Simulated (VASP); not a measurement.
# W (P1) in VASP: further runs, part 2 of 2

VASP 6.6.1.

## Step 3: Single point, LDA

Contents of INCAR:

```
SYSTEM = W
PREC     = Accurate       ! precision mode
ENCUT    = 520            ! plane-wave cutoff, eV
EDIFF    = 1E-6           ! SCF threshold, eV
ISMEAR   = -1             ! smearing method
SIGMA    = 0.17           ! smearing width, eV
LREAL    = Auto         
LASPH    = .TRUE.         ! aspherical terms in the spheres
NELM     = 100            ! most SCF steps
ALGO     = Fast           ! electronic algorithm
ISIF     = 2              ! what is computed and relaxed
LWAVE    = .FALSE.        ! write WAVECAR
LCHARG   = .FALSE.        ! write CHGCAR
GGA      = CA             ! functional
NBANDS   = 126            ! bands
```

Contents of KPOINTS:

```
Automatic mesh
0
G
  2 2 2
  0 0 0
```

Contents of POSCAR:

```
W
1.0
    6.4236250000      0.0000000000      0.0000000000
    0.0000000000      6.4236250000      0.0000000000
    0.0000000000      0.0000000000      6.4236250000
W
16
Direct
    0.0321936601      0.0128432155      0.0014633482
    0.5225709782      0.0158633171      0.0072856059
   -0.0073945786      0.5045593415      0.0016345911
    0.0289400455      0.0335324680      0.5089338185
    0.3173286112      0.2560392302      0.2641187803
    0.4974294110      0.5195508766      0.0154585612
    0.5150674269      0.0307147444      0.5433536360
    0.7670902333      0.2457802253      0.2708439549
    0.0353383020      0.5655373718      0.5345112767
    0.2448461733      0.7694097959      0.2634649439
    0.2534705871      0.2825507404      0.7738776781
    0.4922142871      0.5338730078      0.5396329954
    0.7605207340      0.7610344626      0.2869874876
    0.7639144564      0.2828932262      0.7611123003
    0.2607873280      0.7851797077      0.7621241900
    0.7766486991      0.7799645839      0.7588705754
```

Potentials or basis: VASP PAW LDA potentials, release 64 (W_sv).

The run is started by

```
> cat potpaw_LDA.64/W_sv/POTCAR > POTCAR
> mpirun -np 1 vasp_std > vasp.out
```

OUTCAR:

```text
SYSTEM = W
   PREC = Accurate
   ENCUT = 520
   EDIFF = 1E-6
   ISMEAR = -1
   LREAL = Auto
   LASPH = .TRUE.
   NELM = 100
   ISIF = 2
   GGA = CA

 ion  position               nearest neighbor table
   1  0.032  0.013  0.001-  15 2.58  10 2.67  11 2.68  16 2.71   8 2.85  14 2.89   5 2.94  13 3.00
                             2 3.15   4 3.17   3 3.17   4 3.26   2 3.27   3 3.27
[... 1257 lines left out ...]
  Total      -22.6695873    -24.0068091    -21.3499486     -0.1037218      1.5276942      0.6982737
  in kB     -137.0293690   -145.1123859   -129.0526354     -0.6269604      9.2343531      4.2208092
  external PRESSURE =    -137.0647968 kB  Pullay stress =       0.0000000 kB

 VOLUME and BASIS-vectors are now :
 -----------------------------------------------------------------------------
  energy-cutoff  :      520.00
  volume of cell :      265.06
      direct lattice vectors                 reciprocal lattice vectors
     6.423625000  0.000000000  0.000000000     0.155675339  0.000000000  0.000000000
     0.000000000  6.423625000  0.000000000     0.000000000  0.155675339  0.000000000
     0.000000000  0.000000000  6.423625000     0.000000000  0.000000000  0.155675339

 POSITION                                       TOTAL-FORCE (eV/Angst)
 -----------------------------------------------------------------------------------
      0.20680      0.08250      0.00940        -1.863980      0.845212      1.508666
      3.35680      0.10190      0.04680         0.495676     -0.225648      1.074806
      6.37613      3.24110      0.01050         0.813052      1.116177      2.150589
      0.18590      0.21540      3.26920        -0.911449      0.410720      0.033570
      2.03840      1.64470      1.69660        -3.648858      0.813267      0.312922
      3.19530      3.33740      0.09930         1.483454      0.578234      0.529651
[... 8 lines left out ...]
      1.67520      5.04370      4.89560         1.107183      0.113054      1.534915
      4.98890      5.01020      4.87470        -0.921091      0.020123      1.420133
 -----------------------------------------------------------------------------------
    total drift:                                0.007113      0.004913      0.004249

  FREE ENERGIE OF THE ION-ELECTRON SYSTEM (eV)
  ---------------------------------------------------
  free  energy   TOTEN  =      -222.0204605845 eV

  energy  without entropy=     -221.1367582888  energy(sigma->0) =     -221.57860944
```

stdout:

```text
POSCAR found type information on POSCAR W
 POSCAR found :  1 types and      16 ions
 scaLAPACK will be used
 LDA part: xc-table for (Slater(with rela. corr.)+CA(PZ))
 , standard interpolation
 POSCAR, INCAR and KPOINTS ok, starting setup
 FFT: planning ... GRIDC
 FFT: planning ... GRID_SOFT
 FFT: planning ... GRID
 WAVECAR not read
 entering main loop
```

Wall time 3.5 min (1 thread of Intel Xeon 6975P-C (Granite Rapids), shared host); peak memory 0.35 GiB.

Results:

```
Free energy            : -222.0205 eV
Pressure               : -13.7 GPa
Largest force          : 5.015 eV/Å
Band gap on the k mesh : none (metal or under the smearing width)
```

Forces on the atoms (eV/Å):
```
W   -1.864  0.845  1.509
W    0.496 -0.226  1.075
W    0.813  1.116  2.151
W   -0.911  0.411  0.034
W   -3.649  0.813  0.313
W    1.483  0.578  0.530
W    0.863 -0.570 -2.123
W    0.769  1.521 -0.410
W   -2.647 -3.733 -2.051
W    2.032  0.310 -0.608
W    0.863 -0.532 -0.388
W    2.358 -0.526 -1.908
W   -0.487  0.436 -1.455
W   -0.305 -0.577  0.378
W    1.107  0.113  1.535
W   -0.921  0.020  1.420
```

Stress tensor (GPa, compression positive):
```
-13.70  -0.06   0.42
 -0.06 -14.51   0.92
  0.42   0.92 -12.91
```

Caveat: the k mesh is coarse (spacing up to 0.49 Å⁻¹), so the values aren't converged; forces of over 1 eV/Å show positions far from the minimum, so gaps and moduli don't describe the material at rest.

## Step 4: Single point, LDA

Contents of INCAR:

```
PREC     = Accurate       # precision mode
ENCUT    = 520            # plane-wave cutoff, eV
EDIFF    = 1E-7           # SCF threshold, eV
ISMEAR   = -1             # smearing method
SIGMA    = 0.17           # smearing width, eV
LREAL    = Auto         
LASPH    = T              # aspherical terms in the spheres
NELM     = 100            # most SCF steps
ALGO     = Fast           # electronic algorithm
ISIF     = 2              # what is computed and relaxed
LWAVE    = F              # write WAVECAR
LCHARG   = F              # write CHGCAR
NBANDS   = 126            # bands
```

Contents of KPOINTS:

```
regular mesh
0
Gamma
  2 2 2
```

Contents of POSCAR:

```
W
1.0
    6.4236250000      0.0000000000      0.0000000000
    0.0000000000      6.4236250000      0.0000000000
    0.0000000000      0.0000000000      6.4236250000
W
16
Direct
    0.0208449279     -0.0295938820      0.0445698496
    0.4998890813     -0.0081106852      0.0572885248
    0.0305279340      0.5302924750      0.0374554866
    0.0001556753      0.0406468310      0.5447235790
    0.2273171301      0.2324388488      0.2727898967
    0.4746541089      0.4828114966      0.0591254938
    0.5328922532      0.0210940084      0.5654595341
    0.7719161688      0.2925450972      0.2809628520
    0.0013076728      0.5246258927      0.5678257993
    0.2640720777      0.7526124268      0.2996283251
    0.2386658623      0.2303839343      0.7888536457
    0.4951254159      0.4696102279      0.5149117515
    0.7413726673      0.7854599233      0.2953005507
    0.7893829419      0.2516180506      0.8418455311
    0.2932145012      0.7274085894      0.7777228590
    0.7401895347      0.7393488879      0.7971978439
```

The run is started by

```
> cat potpaw_LDA.64/W_sv/POTCAR > POTCAR
> mpirun -np 1 vasp_std > vasp.out
```

It took 5.8 min on 1 thread of Intel Xeon 6975P-C (Granite Rapids), shared host; peak memory 0.35 GiB.

The run converged. Its results:

| Property | Result |
| --- | --- |
| Free energy | -220.5172 eV |
| Pressure | -12.7 GPa |
| Largest force | 3.055 eV/Å |
| Band gap on the k mesh | none (metal or under the smearing width) |

Forces on the atoms (eV/Å):
```
W   -1.268  1.286 -0.314
W    0.763  0.577 -0.858
W   -2.027 -1.210  0.780
W   -0.123 -2.962 -0.452
W    1.904  1.258  1.719
W    2.361  0.534 -1.348
W   -1.280 -0.411 -1.001
W   -0.472 -1.606  0.846
W   -0.064 -0.511 -2.045
W   -0.570  0.016  0.657
W    2.178  1.117  0.399
W    0.608  1.448  1.971
W    1.345 -1.668  0.910
W   -2.263  0.179 -2.044
W   -2.121  1.294  0.272
W    1.027  0.660  0.509
```

Stress tensor (GPa, compression positive):
```
-10.99  -1.22   1.07
 -1.22 -14.36  -0.44
  1.07  -0.44 -12.80
```

Levels at points of the mesh, in eV from the Fermi level:
| k point | band 110 | band 111 | band 112 | band 113 | band 114 | band 115 |
| --- | --- | --- | --- | --- | --- | --- |
| (0.00, 0.00, 0.00) | -0.11 | -0.07 | 0.06 | 0.66 | 0.72 | 0.78 |
| (0.50, 0.00, 0.00) | -0.47 | -0.29 | -0.17 | 0.23 | 0.31 | 0.64 |
| (0.00, 0.50, 0.00) | -0.50 | -0.06 | -0.01 | 0.11 | 0.25 | 0.50 |
| (0.00, 0.00, 0.50) | -0.51 | -0.21 | 0.08 | 0.27 | 0.39 | 0.58 |
| (0.50, 0.50, 0.00) | -0.48 | -0.29 | -0.18 | -0.07 | 0.14 | 0.25 |
| (0.00, 0.50, 0.50) | -0.46 | -0.39 | -0.23 | -0.17 | -0.03 | 0.06 |
| (0.50, 0.00, 0.50) | -0.61 | -0.50 | -0.18 | -0.03 | 0.08 | 0.22 |
| (0.50, 0.50, 0.50) | -1.57 | -1.53 | -1.29 | 0.80 | 0.90 | 0.98 |

Caveat: the k mesh is coarse (spacing up to 0.49 Å⁻¹), so the values aren't converged; forces of over 1 eV/Å show positions far from the minimum, so gaps and moduli don't describe the material at rest. Spin-orbit coupling is left out, which matters for the levels of W.

## Step 5: Single point, LDA

Contents of INCAR:

```
SYSTEM = W
PREC     = Accurate       ! precision mode
ENCUT    = 520            ! plane-wave cutoff, eV
EDIFF    = 1E-6           ! SCF threshold, eV
ISMEAR   = -1             ! smearing method
SIGMA    = 0.17           ! smearing width, eV
LREAL    = Auto         
LASPH    = .True.         ! aspherical terms in the spheres
NELM     = 100            ! most SCF steps
ALGO     = Fast           ! electronic algorithm
ISIF     = 2              ! what is computed and relaxed
LWAVE    = .False.        ! write WAVECAR
LCHARG   = .False.        ! write CHGCAR
GGA      = CA             ! functional
NBANDS   = 126            ! bands
```

Contents of KPOINTS:

```
regular mesh
0
Gamma
  2 2 2
  0 0 0
```

Contents of POSCAR:

```
W
1.0
    6.4236250000      0.0000000000      0.0000000000
    0.0000000000      6.4236250000      0.0000000000
    0.0000000000      0.0000000000      6.4236250000
W
16
Direct
    0.0084998735     -0.0394014283      0.0455817393
    0.5080620366     -0.0065850668      0.0487108136
    0.0487886513      0.4667458016      0.0497382708
    0.0579890638      0.0029111288      0.5721380062
    0.2798264220      0.2201404970      0.2821615521
    0.5239253537      0.5016170776      0.0337659810
    0.5524139407     -0.0253128101      0.5495183794
    0.7936795812      0.2261962677      0.2920469361
    0.0367238125      0.4633365117      0.5524295083
    0.2597910059      0.6927863940      0.2942730935
    0.2888711592      0.2354433828      0.8174979081
    0.5254042694      0.4920274767      0.5340909533
    0.7847905194      0.7078090642      0.2748448111
    0.7747961626      0.2338243593      0.7627780264
    0.2960633599      0.7417462881      0.8254529179
    0.7655179124      0.7274397245      0.7620619199
```

The run is started by

```
> cat potpaw_LDA.64/W_sv/POTCAR > POTCAR
> mpirun -np 1 vasp_std > vasp.out
```

Wall time 3.6 min (1 thread of Intel Xeon 6975P-C (Granite Rapids), shared host); peak memory 0.35 GiB.

Results (log left out):

```
Free energy            : -221.8232 eV
Pressure               : -12.6 GPa
Largest force          : 3.651 eV/Å
Band gap on the k mesh : none (metal or under the smearing width)
```

Forces in eV/Å, atoms in the order of the input:
```
W    0.719  0.988  0.239
W    2.519 -0.756  0.371
W   -2.544  0.066 -0.861
W   -1.014 -2.114 -1.741
W    0.365 -0.094  1.939
W    1.745 -2.112  0.903
W   -1.829  0.760 -1.728
W   -1.021 -0.410 -0.606
W   -0.243  1.605 -0.484
W    1.509  3.152  1.058
W   -0.074 -0.034 -2.230
W    0.125 -1.706 -0.019
W   -0.511  1.394  0.956
W    0.103 -0.168  2.848
W   -2.016 -0.369 -2.956
W    2.168 -0.200  2.312
```

Stress tensor (GPa, compression positive):
```
-12.56  -0.10   0.47
 -0.10 -13.10   0.29
  0.47   0.29 -12.22
```

Levels at points of the mesh, in eV from the Fermi level:
```
           k point  band 108  band 109  band 110  band 111  band 112  band 113  band 114  band 115  band 116  band 117
(0.00, 0.00, 0.00)     -0.27     -0.05     -0.04      0.04      0.15      0.73      0.74      0.84      0.92      0.96
(0.50, 0.00, 0.00)     -0.76     -0.74     -0.61     -0.26     -0.02      0.05      0.40      0.73      0.82      0.90
(0.00, 0.50, 0.00)     -0.77     -0.73     -0.60     -0.41     -0.31      0.19      0.44      0.68      0.84      0.89
(0.00, 0.00, 0.50)     -0.73     -0.68     -0.61     -0.22     -0.13      0.08      0.49      0.65      0.74      0.90
(0.50, 0.50, 0.00)     -1.26     -0.66     -0.53     -0.38     -0.33     -0.08     -0.01      0.13      0.37      0.94
(0.00, 0.50, 0.50)     -1.12     -0.86     -0.60     -0.53     -0.45      0.05      0.15      0.37      0.43      0.90
(0.50, 0.00, 0.50)     -1.16     -0.81     -0.74     -0.57     -0.20     -0.03      0.23      0.36      0.44      1.00
(0.50, 0.50, 0.50)     -2.07     -1.97     -1.92     -1.84     -1.76      1.32      1.49      1.61      1.65      1.68
```

Caveat: the k mesh is coarse (spacing up to 0.49 Å⁻¹), so the values aren't converged; forces of over 1 eV/Å show positions far from the minimum, so gaps and moduli don't describe the material at rest.
